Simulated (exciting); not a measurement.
Runs of exciting (release sodium) on MgSe. It takes space group Fm-3m (No. 225, cubic). Conventional cell: a = 5.451 Å, b = 5.451 Å, c = 5.451 Å, α = 90.00°, β = 90.00°, γ = 90.00°. Se (site symmetry m-3m) is surrounded by 6 Mg at 2.73 Å. Mg (site symmetry m-3m) has 6 Se at 2.73 Å as nearest neighbours. 

```csv
task,level,cell,smearing,gap on the mesh (eV)
single point,PBEsol,"Fm-3m, 20.25 Å³/atom",gaussian 0.1 eV,1.78
density of states,BLYP,"Fm-3m, 19.44 Å³/atom",gaussian 0.05 eV,1.95
single point,PBEsol,"Fm-3m, 20.25 Å³/atom",gaussian 0.02 eV,1.78
single point,PBE,"Fm-3m, 20.25 Å³/atom",gaussian 0.1 eV,(a)
```

Alike in all rows: potentials or basis all-electron LAPW+lo, shipped species files, valence relativity iora*; no spin polarisation; k mesh 8 × 8 × 8; rgkmax 9.

Problem. Estimate the missing entries.

Solution. (a) 1.82.

Caveats: the tetrahedron DOS on this energy grid can lose part of the weight of narrow d or f bands (some runs).

A k mesh can miss the band edges, and the runs leave out spin-orbit coupling on Se.
